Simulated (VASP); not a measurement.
**AlN (F-43m) under biaxial strain in the (001) plane**

How do the elastic response and the band edges of AlN follow biaxial strain in the (001) plane?

Program: VASP 6.6.1. Level of theory: LDA; plane waves and PAW (Al, N); cell typed or built by script, in the first sound run; inputs show where later runs differ. Results are calculated unless marked as measured.

Report form: the programs' logs are mostly left out.

## 1. The starting structure

It takes space group F-43m (No. 216, cubic). Conventional cell: a = 4.380 Å, b = 4.380 Å, c = 4.380 Å, α = 90.00°, β = 90.00°, γ = 90.00°. Al has 4 N at 1.90 Å nearest. N has 4 Al at 1.90 Å nearest. Farther neighbours and most contacts between anions are not listed.

As a file:

```cif
data_structure
_symmetry_space_group_name_H-M 'P 1'
_symmetry_Int_Tables_number 1
_cell_length_a 3.0971
_cell_length_b 3.0971
_cell_length_c 3.0971
_cell_angle_alpha 60.000
_cell_angle_beta 60.000
_cell_angle_gamma 60.000
_cell_volume 21.01
loop_
_atom_site_label
_atom_site_type_symbol
_atom_site_fract_x
_atom_site_fract_y
_atom_site_fract_z
_atom_site_occupancy
Al1 Al 0.00000 0.00000 0.00000 1
N2 N 0.25000 0.25000 0.25000 1
```

## 2. Relax the crystal, LDA

The series starts from the cell that this level prefers, so that zero strain is near zero stress.

This step took 2 runs in a row; the last is shown.

Level: LDA; plane waves and PAW (Al, N); cell typed or built by script.

INCAR

```
SYSTEM = AlN
PREC = Accurate
ENCUT = 600
EDIFF = 1E-07
NELM = 120
ISMEAR = 0
SIGMA = 0.02
LREAL = .FALSE.
ALGO = Normal
GGA = CA
NBANDS = 10
LASPH = .TRUE.
LORBIT = 11
LWAVE = .FALSE.
LCHARG = .FALSE.
KPAR = 12
IBRION = 2
NSW = 40
ISIF = 3
EDIFFG = -0.005
POTIM = 0.4
```

POSCAR

```
AlN
1.0
    0.0000000000      2.1729629977      2.1729629977
    2.1729629977      0.0000000000      2.1729629977
    2.1729629977      2.1729629977      0.0000000000
Al N
1 1
Direct
    0.0000000000      0.0000000000      0.0000000000
    0.2500000000      0.2500000000      0.2500000000
```

KPOINTS

```
Automatic mesh
0
Gamma
12 12 12
0 0 0
```

Potentials, in the order of the species: Al and N (LDA family, release 64).

Command:

```console
$ mpirun -np 12 vasp_std
```

It took 5.6 s on 12 MPI ranks of AMD EPYC 7R43, shared host; peak memory 1.4 GiB.

Numbers from this step:

```
energy(sigma→0) of the program : -16.3762 eV
stress, compression positive   : xx, yy, zz 0.01, 0.01, 0.01 GPa
volume                         : 20.520 Å³
ionic steps                    : 1
```

## 3. Strain along the normal, LDA

One member in full: the plane is strained by 0.5 %, and the strain along the normal is moved by secant steps until the normal stress is under 0.012 GPa or five steps are spent; the atoms relax at each step.

This step took 2 runs, each at a new trial strain with the atoms of the one before; the last is shown.

Level: LDA; plane waves and PAW (Al, N); cell typed or built by script.

INCAR, as its differences from that of step 2:

```diff
@@ -15,7 +15,7 @@
 LCHARG = .FALSE.
-KPAR = 12
-IBRION = 2
-NSW = 40
-ISIF = 3
-EDIFFG = -0.005
-POTIM = 0.4
+KPAR = 3
+IBRION = 1
+NSW = 25
+ISIF = 2
+EDIFFG = -0.004
+POTIM = 0.3
```

POSCAR

```
AlN
1.0
    0.0000000000      2.1838278130      2.1607219750
    2.1838278130      0.0000000000      2.1607219750
    2.1838278130      2.1838278130      0.0000000000
Al N
1 1
Direct
    0.0000000000      0.0000000000      0.0000000000
    0.2500000000      0.2500000000      0.2500000000
```

KPOINTS is that of step 2.

Command:

```console
$ mpirun -np 3 vasp_std
```

Wall time 20 s (3 MPI ranks); peak memory 0.37 GiB.

This run gave:

```
energy(sigma→0) of the program : -16.3754 eV
stress, compression positive   : xx, yy, zz -1.37, -1.37, 0.01 GPa
ionic steps                    : 1
```

## 4. Band edges, TB-mBJ with spin-orbit coupling

Short lines in KPOINTS_OPT sample the zone centre along and across the normal of the plane, for masses, and the other valleys.

Level: TB-mBJ, spin-orbit coupling; plane waves and PAW (Al, N); cell typed or built by script.

TB-mBJ has no energy functional, so the total energy, stress and pressure in this output mean nothing.

INCAR

```
SYSTEM = AlN
PREC = Accurate
ENCUT = 600
EDIFF = 1E-06
NELM = 150
ISMEAR = 0
SIGMA = 0.02
LREAL = .FALSE.
ALGO = Normal
METAGGA = MBJ
LASPH = .TRUE.
LNONCOLLINEAR = .TRUE.
MAGMOM = 0 0 0 0 0 0
NBANDS = 18
GGA_COMPAT = .FALSE.
LSORBIT = .TRUE.
LWAVE = .FALSE.
LCHARG = .FALSE.
KPAR = 3
```

POSCAR is that of step 3.

KPOINTS

```
Automatic mesh
0
Gamma
9 9 9
0 0 0
```

KPOINTS_OPT

```
Line mode
6
Line-mode
Reciprocal
  0.00000000   0.00000000   0.00000000
  0.01719448   0.01719448   0.00000000

  0.00000000   0.00000000   0.00000000
  0.00000000  -0.01737835  -0.01737835

  0.31000000   0.31000000   0.00000000
  0.50000000   0.50000000   0.00000000

  0.00000000   0.31000000   0.31000000
  0.00000000   0.50000000   0.50000000

  0.45000000   0.45000000   0.45000000
  0.50000000   0.50000000   0.50000000

  0.45000000   0.00000000   0.00000000
  0.50000000   0.00000000   0.00000000

  0.42500000   0.42500000   0.00000000
  0.42500000   0.44237835   0.01737835

  0.50000000   0.50000000   0.50000000
  0.48771165   0.51228835   0.50000000
```

Command:

```console
$ mpirun -np 3 vasp_ncl
```

It took 16 min on 3 MPI ranks; peak memory 1 GiB; 39 min of CPU time.

## 5. Band edges, r2SCAN with spin-orbit coupling

Level: r2SCAN, spin-orbit coupling; plane waves and PAW (Al, N); cell typed or built by script.

INCAR, as its differences from that of step 4:

```diff
@@ -4,3 +4,3 @@
 EDIFF = 1E-06
-NELM = 150
+NELM = 100
 ISMEAR = 0
@@ -9,3 +9,3 @@
 ALGO = Normal
-METAGGA = MBJ
+METAGGA = R2SCAN
 LASPH = .TRUE.
```

POSCAR is that of step 4.

KPOINTS is that of step 4.

KPOINTS_OPT is that of step 4.

Command:

```console
$ mpirun -np 3 vasp_ncl
```

Run time: 14 min. Hardware: 3 MPI ranks; peak memory 0.97 GiB; 36 min of CPU time.

Read from the output:

```
energy(sigma→0) of the program : -58.0156 eV
stress, compression positive   : xx, yy, zz 1.07, 1.07, 2.58 GPa
```

The run ends at a pressure of 1.57 GPa.

## 6. All members

Runs beyond LDA use the data sets made with LDA; this shifts their levels slightly, and their total energies have another zero (at TB-mBJ, which has no energy functional, they mean nothing).

The other members went through these steps as far as the tables show, with the same cutoff and, step by step, the same mesh; 39 runs are not shown. The session took 11 core hours (wall time by ranks) on a shared machine.

| in-plane strain (%) | strain along the normal (%) | in-plane stress, tension positive (GPa) | energy above the unstrained row (meV/atom) | gap on the mesh, LDA (eV) |
| --- | --- | --- | --- | --- |
| -2.000 | 2.116 | -6.216 | 7.947 | 3.099 |
| -1.500 | 1.607 | -4.554 | 4.437 | 3.133 |
| -1.000 | 1.086 | -2.966 | 1.978 | 3.168 |
| -0.500 | 0.551 | -1.450 | 0.512 | 3.200 |
| 0 | 0.000 | -0.010 | 0.000 | 3.230 |
| 0.500 | -0.563 | 1.367 | 0.389 | 3.166 |
| 1.000 | -1.137 | 2.687 | 1.642 | 3.105 |
| 1.500 | -1.730 | 3.936 | 3.715 | 3.046 |
| 2.000 | -2.340 | 5.124 | 6.569 | 2.990 |

Slopes at zero strain, from cubics through all rows: strain ratio -1.111, stress over strain 282 GPa. For a cubic crystal strained in (001) the ratio is −2C₁₂/C₁₁.

Band edges at TB-mBJ with spin-orbit coupling, counted from the valence-band top at Γ, spin-orbit pairs averaged, with one row partly withheld:

| in-plane strain (%) | gap (eV) | conduction band at Γ (eV) | Δ or X valley along z (eV) | Δ or X valley along x (eV) | lowest conduction level at L, [111] (eV) | lowest conduction level at L, [-111] (eV) | second valence level below the top (eV) | third valence level below the top (eV) |
| --- | --- | --- | --- | --- | --- | --- | --- | --- |
| -2.000 | 4.726 | 5.559 | 4.921 | 4.726 | 8.729 | 8.729 | 0.011 | 0.207 |
| -1.500 | 4.751 | 5.534 | 4.896 | 4.751 | 8.732 | 8.732 | 0.011 | 0.155 |
| -1.000 | 4.777 | 5.508 | 4.873 | 4.777 | 8.727 | 8.727 | 0.011 | 0.104 |
| -0.500 | 4.803 | 5.484 | ? | 4.803 | 8.713 | 8.713 | 0.010 | 0.056 |
| 0 | 4.829 | 5.459 | 4.829 | 4.829 | 8.691 | 8.691 | 0.000 | 0.018 |
| 0.500 | 4.767 | 5.393 | 4.767 | 4.813 | 8.620 | 8.620 | 0.042 | 0.055 |
| 1.000 | 4.703 | 5.323 | 4.703 | 4.795 | 8.540 | 8.540 | 0.087 | 0.099 |
| 1.500 | 4.642 | 5.256 | 4.642 | 4.778 | 8.454 | 8.454 | 0.130 | 0.143 |
| 2.000 | 4.584 | 5.190 | 4.584 | 4.763 | 8.363 | 8.363 | 0.173 | 0.185 |

Conduction masses, in electron masses:

| in-plane strain (%) | conduction mass at Γ, along the strain axis or the normal of the plane | conduction mass at Γ, across the strain axis or in the plane |
| --- | --- | --- |
| -2.000 | 0.343 | 0.338 |
| -1.500 | 0.338 | 0.334 |
| -1.000 | 0.334 | 0.331 |
| -0.500 | 0.334 | 0.333 |
| 0 | 0.331 | 0.331 |
| 0.500 | 0.331 | 0.332 |
| 1.000 | 0.331 | 0.333 |
| 1.500 | 0.325 | 0.328 |
| 2.000 | 0.323 | 0.331 |

Band edges at r2SCAN with spin-orbit coupling, counted from the valence-band top at Γ, spin-orbit pairs averaged:

| in-plane strain (%) | gap (eV) | conduction band at Γ (eV) | Δ or X valley along z (eV) | Δ or X valley along x (eV) | lowest conduction level at L, [111] (eV) | lowest conduction level at L, [-111] (eV) | second valence level below the top (eV) | third valence level below the top (eV) |
| --- | --- | --- | --- | --- | --- | --- | --- | --- |
| -2.000 | 3.821 | 5.138 | 4.038 | 3.828 | 8.370 | 8.370 | 0.012 | 0.200 |
| -1.500 | 3.855 | 5.111 | 4.011 | 3.855 | 8.377 | 8.377 | 0.012 | 0.150 |
| -1.000 | 3.883 | 5.083 | 3.986 | 3.883 | 8.374 | 8.374 | 0.012 | 0.101 |
| -0.500 | 3.910 | 5.055 | 3.962 | 3.910 | 8.360 | 8.360 | 0.011 | 0.054 |
| 0 | 3.939 | 5.028 | 3.939 | 3.939 | 8.338 | 8.338 | 0.000 | 0.019 |
| 0.500 | 3.877 | 4.962 | 3.877 | 3.928 | 8.266 | 8.266 | 0.040 | 0.054 |
| 1.000 | 3.815 | 4.893 | 3.815 | 3.915 | 8.183 | 8.183 | 0.082 | 0.096 |
| 1.500 | 3.755 | 4.825 | 3.755 | 3.903 | 8.093 | 8.093 | 0.124 | 0.138 |
| 2.000 | 3.699 | 4.760 | 3.699 | 3.894 | 7.998 | 7.998 | 0.165 | 0.178 |

Conduction masses, in electron masses:

| in-plane strain (%) | conduction mass at Γ, along the strain axis or the normal of the plane | conduction mass at Γ, across the strain axis or in the plane |
| --- | --- | --- |
| -2.000 | 0.310 | 0.307 |
| -1.500 | 0.309 | 0.305 |
| -1.000 | 0.310 | 0.309 |
| -0.500 | 0.305 | 0.302 |
| 0 | 0.304 | 0.304 |
| 0.500 | 0.300 | 0.299 |
| 1.000 | 0.300 | 0.302 |
| 1.500 | 0.296 | 0.299 |
| 2.000 | 0.293 | 0.297 |

## 7. Fit and prediction

The quantity to fit is the splitting of the Δ or X valleys (z less x) at TB-mBJ with spin-orbit coupling: 0.196, 0.145, 0.096, 0.000, -0.046, -0.091, -0.136, -0.179 eV in the rows shown.

Fitting a parabola to the 8 known rows (d: strain along the axis less the strain across it, in %) gives E = 7.38e-4 d² + 0.04445 d + 1.15e-5 in eV; the residuals are 9.2e-5 eV r.m.s.

At d = 1.051 this predicts 0.0476 eV.

## 8. Checking the prediction

The calculation gives 0.0474 eV, so the prediction is 0.0002 eV too high.

The splitting is Ξu times d, with d as a fraction, so the linear term gives Ξu = 4.4 eV.

## 9. Outcome

| Quantity | Value |
| --- | --- |
| ratio of normal to in-plane strain | -1.111 |
| biaxial modulus | 282 GPa |
| gap of the unstrained cell, TB-mBJ with spin-orbit coupling | 4.83 eV |
| gap of the unstrained cell, r2SCAN with spin-orbit coupling | 3.94 eV |
| shear deformation potential Ξu of the Δ or X valleys | 4.4 eV |
| error of the predicted row | 0.2 meV |

In words: As a check, the curvature of the energy gives 282 GPa for the same modulus (energy per volume = M × strain²), 0 % from the slope of the stress. At TB-mBJ with spin-orbit coupling the lowest conduction valley is Δ or X throughout, and the gap runs between 4.58 and 4.83 eV. At r2SCAN with spin-orbit coupling the lowest conduction valley is Δ or X throughout, and the gap runs between 3.70 and 3.94 eV. Hole masses are left out throughout, since the top bands are degenerate or cross in many series; of conduction masses, those of the Γ, L and (for Si and Ge under (001) strain) Δ valleys are kept where they change by under an eighth between rows. TB-mBJ is a potential fitted for gaps; it has no energy functional, so its total energies and forces mean nothing, and its bands tend to come out too narrow. r2SCAN opens gaps somewhat over GGA but leaves them below measured values as a rule. Δ or X levels are the lowest on their line, refined by a parabola unless they lie at X; the gap is read from all points sampled and can differ from the lowest valley by some meV, or by tens of meV where strain moves the valence top off Γ. Temperature, zero-point motion and excitons are left out.

[Lines on the potential files, build, host, timing and source positions are cut from VASP's logs without a mark.]

[Logs are printed without paths, hosts, clocks, repeated set-up lines and the standing remarks that a program may print on its own settings, such as how far it seeks lower states.]

[Hosts, paths, dates, database ids (printed as entryN), source tags and the programs' standing remarks are cut or masked in the printed files.]

[In band tables of VASP the shares of atoms and orbitals are scaled to a sum of 1 inside the atoms' spheres.]
